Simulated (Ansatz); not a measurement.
A film clamped to a substrate in InAs

Method: Ansatz 0.2.0, DFT PBE, scalar-relativistic, plane waves, PAW. Settings: plane waves to 420 eV, k-mesh 16×16×16 (Γ-centred), Gaussian smearing 0.15 eV. No spin polarisation. Energies are free energies at this smearing, counted from the undisturbed cell; pressure is positive in compression.

The starting cell (relaxed at this level):

```
CELL_PARAMETERS angstrom
0.00000 3.09338 3.09338
3.09338 0.00000 3.09338
3.09338 3.09338 0.00000
ATOMIC_POSITIONS crystal
In 0.00000 0.00000 0.00000
As 0.75000 0.75000 0.75000
```

The cell (2 atoms, V0 = 59.20 Å³) is strained by p along both x and y and by q along z, fractional coordinates fixed. τp = (1/V0) ∂E/∂p = (σxx + σyy)(1 + p)(1 + q) and τq = (1/V0) ∂E/∂q = σzz(1 + p)², with tension positive.

| p | q | ΔE (meV/atom) | τp (GPa) | τq (GPa) |
| --- | --- | --- | --- | --- |
| 0.000 | 0.000 | 0.00 | 0.02 | 0.01 |
| -0.015 | 0.000 | 4.61 | -3.41 | -1.18 |
| 0.015 | 0.000 | 4.37 | 3.08 | 1.06 |
| 0.000 | -0.015 | 1.46 | -1.15 | -1.07 |
| 0.000 | 0.015 | 1.48 | 1.09 | 1.05 |

Problem. Get the second derivatives of the energy density.

Solution. Central differences give A = ∂τp/∂p = 216 GPa (C11 + C22 + 2 C12), C = ∂τq/∂q = 71 GPa (C33) and the cross term B = ∂τq/∂p = 75 GPa (C13 + C23); ∂τp/∂q = 75 GPa must equal B, and any difference shows higher-order terms. The ions are clamped. In a cubic crystal C11 = C = 71, C12 = B/2 = 37 GPa and A should be 2(C11 + C12) = 216 GPa; the bulk modulus is (C11 + 2 C12)/3 = 48 GPa.

Problem. A film of this crystal grows with z along the normal on a substrate that imposes p. How does its thickness respond, and what does the misfit cost?

Solution. Count p and q from the stress-free cell. A free surface needs τq = 0, so q = −(B/C) p = -1.06 p. The energy density left is (A − B²/C) p²/2 = M p², with the biaxial modulus M = 69 GPa; a misfit of 1 % costs 1.27 meV/atom, against 2.00 meV/atom if the thickness were held.

In a metal these slopes depend on the k mesh and the smearing.

Letting the thickness relax lowers the cost of a 1 % misfit from 2.00 to 1.27 meV/atom, because the crystal can trade part of the bond stretching for changes in bond angle, which are cheaper in a tetrahedral sp3 network. The compensation is incomplete: with q = −1.06 p, a film compressed in the plane thickens but still loses volume. Clamping the ions costs nothing here, since strains along the cubic axes leave the internal coordinates of zincblende fixed by symmetry; a shear that distorts the angles between these axes would need internal relaxation.

The stresses are larger in compression than in tension, as expected from anharmonic bonds. The energies for strain along z alone break this pattern slightly, which the small residual tension of the starting cell can explain. The bulk modulus of 48 GPa lies below experiment, probably because PBE underbinds and overexpands the lattice. The elastic cost alone doesn't give a critical film thickness, which also depends on the energy of misfit dislocations.
